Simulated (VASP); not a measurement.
Set up this calculation in VASP 6.6.1, as the native input.

```
Task                   : relaxation of cell and atoms
Functional             : LDA
Potentials or basis    : VASP PAW LDA potentials, release 64 (Na_pv, F)
Cutoff                 : 600 eV
k mesh                 : 10 × 10 × 10
Occupations            : gaussian, width 0.02 eV
Spin                   : no spin polarisation
Further INCAR settings : ALGO = Normal; EDIFF = 1e-07; IBRION = 2; EDIFFG = -0.005; NSW = 40; ISIF = 3
```

The structure of NaF lies in POSCAR:

```
NaF
1.0
    0.0000000000      2.3150000000      2.3150000000
    2.3150000000      0.0000000000      2.3150000000
    2.3150000000      2.3150000000      0.0000000000
Na F
1 1
Direct
    0.0000000000      0.0000000000      0.0000000000
    0.5000000000      0.5000000000      0.5000000000
```

The cell was built by a generator and needn't be a form met in nature.

The input as run:

INCAR

```
SYSTEM = NaF
ALGO = Normal
EDIFF = 1E-7
EDIFFG = -0.005
ENCUT = 600
GGA = CA
IBRION = 2
ISIF = 3
ISMEAR = 0
LASPH = .True.
LCHARG = .False.
LREAL = .False.
LWAVE = .False.
NELM = 120
NSW = 40
PREC = Accurate
SIGMA = 0.02
```

KPOINTS

```
k-points
0
Gamma
  10 10 10
  0 0 0
```

Potentials or basis: VASP PAW LDA potentials, release 64 (Na_pv, F).

Run with:

```sh
$ cat potpaw_LDA.64/Na_pv/POTCAR potpaw_LDA.64/F/POTCAR > POTCAR
$ mpirun -np 1 vasp_std > vasp.out
```

Results of the run:

```json
{
 "Relaxed volume": "11.37 Å³/atom",
 "Relaxed cell": "a = 3.180 Å, b = 3.180 Å, c = 3.180 Å, α = 60.00°, β = 60.00°, γ = 60.00°",
 "Space group after relaxing (to 0.05 Å)": "Fm-3m (No. 225)",
 "Energy gained by relaxing": "15.5 meV/atom",
 "Ionic steps": "4",
 "Pressure after relaxing": "0.0 GPa",
 "Band gap on the k mesh": "6.46 eV, direct"
}
```

Wall time 24 s on 1 thread of Intel(R) Xeon(R) Platinum 8488C (Sapphire Rapids), on a shared host, peak memory 0.14 GiB.
